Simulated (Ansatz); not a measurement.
# PbS: relaxation of cell and atoms with revPBE+D3(BJ)

The system is PbS.

```
CELL_PARAMETERS angstrom
3.65366 0.00000 0.00000
0.00000 3.65366 0.00000
0.00000 0.00000 3.65366
ATOMIC_POSITIONS crystal
Pb 0.00000 0.00000 0.00000
S 0.50000 0.50000 0.50000
```

Measurements of this composition are mostly on another form, of space group No. 225.

```
Program             : Ansatz 0.2.0
Task                : relaxation of cell and atoms
Functional          : revPBE
Dispersion          : D3(BJ)
Potentials or basis : Ansatz PAW
Cutoff              : 420 eV (not typed: the program's choice for these potentials)
k mesh              : 7 × 7 × 7
Occupations         : fermi-dirac, width 0.05 eV
Spin                : no spin polarisation
```

```yaml
Relaxed_volume: 23.01 Å³/atom
Relaxed_cell: a = 3.583 Å, b = 3.583 Å, c = 3.583 Å, α = 90.00°, β = 90.00°, γ = 90.00°
Space_group_after_relaxing_to_0.05_Å: Pm-3m (No. 221)
Energy_gained_by_relaxing: 13.2 meV/atom
Ionic_steps: 4
Pressure_after_relaxing: 0.0 GPa
Band_gap_on_the_k_mesh: none (metal or under the smearing width)
```

The path:
| step | energy change (eV) | largest force (eV/Å) | volume (Å³) |
| --- | --- | --- | --- |
| 1 | 0.0000 | 0.0000 | 48.77 |
| 2 | -0.0261 | 0.0000 | 45.60 |
| 3 | -0.0266 | 0.0000 | 46.01 |
| 4 | -0.0264 | 0.0000 | 46.01 |

Final structure:
```cif
data_structure
_symmetry_space_group_name_H-M 'P 1'
_symmetry_Int_Tables_number 1
_cell_length_a 3.5833
_cell_length_b 3.5833
_cell_length_c 3.5833
_cell_angle_alpha 90.000
_cell_angle_beta 90.000
_cell_angle_gamma 90.000
_cell_volume 46.01
loop_
_atom_site_label
_atom_site_type_symbol
_atom_site_fract_x
_atom_site_fract_y
_atom_site_fract_z
_atom_site_occupancy
Pb1 Pb 0.00000 0.00000 0.00000 1
S1 S 0.50000 0.50000 0.50000 1
```

Levels at points of the mesh, in eV from the Fermi level:
```
           k point  band 8  band 9  band 10  band 11  band 12  band 13
(0.00, 0.00, 0.00)   -1.69   -1.69    -1.69     5.49     5.49     7.07
```

It took 1.6 s on 2 threads of Intel(R) Xeon(R) 6975P-C (Granite Rapids), with other jobs on the host, peak memory 0.35 GiB.

Caveat: the plane-wave basis is chosen anew once the cell has moved, so the energies of steps on either side of that aren't comparable; pairwise dispersion overbinds metals, which lowers pressure and volume; the PAW data sets come from PBE, with cores solved anew for the run's functional, which leaves a small shift of forces and pressure. Spin-orbit coupling is left out, which matters for the levels of Pb.
